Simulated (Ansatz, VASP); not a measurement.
# NaH: VASP beside Ansatz

Contents of INCAR:

```
PREC = Accurate
ENCUT = 520
EDIFF = 1E-7
ISMEAR = 0
SIGMA = 0.01
LREAL = F
LASPH = T
NELM = 100
ALGO = Normal
ISIF = 2
LWAVE = F
LCHARG = F
GGA = PE
NBANDS = 16
```

KPOINTS

```
Automatic mesh
0
Gamma
  12 12 6
```

File POSCAR:

```
NaH
1.0
    3.9532815359      0.0000000000      0.0000000000
   -1.9766407679      3.4236422384      0.0000000000
    0.0000000000      0.0000000000      4.8282923139
Na H
2 2
Direct
    0.3333333333      0.6666666667     -0.0624996803
    0.6666666667      0.3333333333      0.4375003197
    0.3333333333      0.6666666667      0.4374996803
    0.6666666667      0.3333333333      0.9374996803
```

Input for Ansatz:

```yaml
crystal:
  lattice:
    - [3.9532815359, 0.0, 0.0]
    - [-1.9766407679, 3.4236422384, 0.0]
    - [0.0, 0.0, 4.8282923139]
  atoms:
    - { symbol: Na, position: [0.3333333333, 0.6666666667, -0.0624996803] }
    - { symbol: Na, position: [0.6666666667, 0.3333333333, 0.4375003197] }
    - { symbol: H, position: [0.3333333333, 0.6666666667, 0.4374996803] }
    - { symbol: H, position: [0.6666666667, 0.3333333333, 0.9374996803] }
kpoints:
  mp_grid: { grid: [12, 12, 6] }
  band_path:
    path:
      - [0.0, 0.0, 0.0]
      - [0.5, 0.0, 0.0]
      - [0.3333333333, 0.3333333333, 0.0]
      - [0.0, 0.0, 0.5]
      - [0.5, 0.0, 0.5]
      - [0.3333333333, 0.3333333333, 0.5]
      - [-0.09375, 0.1875, 0.0]
      - [0.3, 0.3, 0.0]
    npoints: 1
hamiltonian:
  xc: pbe
scf:
  occupations: { method: fixed }
  n_extra_bands: 5
output:
  forces: true
  stress: true
  eigenvalues: true
```

Alike in both runs: task single point; functional PBE; k mesh 12 × 12 × 6; no spin polarisation.

|  | VASP | Ansatz |
| --- | --- | --- |
| version | VASP 6.6.1 | Ansatz 0.2.0 |
| potentials or method | VASP PAW PBE potentials, release 64 (Na_pv, H) | plane waves, PAW |
| plane-wave cutoff (eV) | 520 | 420 |
| occupations | gaussian, width 0.01 eV | fixed |
| valence electrons in the cell | 16 | 20 |

```csv
,VASP,Ansatz,Ansatz less VASP
gap on the k mesh at the Fermi level (eV),3.33,3.33,-0.002
pressure (GPa),0.3,0.4,+0.03
largest component of the traceless stress (GPa),0.07,0.08,+0.002
```

The two sets of potentials don't hold the same shells in valence. Ansatz warned: «structure_snapped_to_symmetry».

A k mesh can miss the band edges.
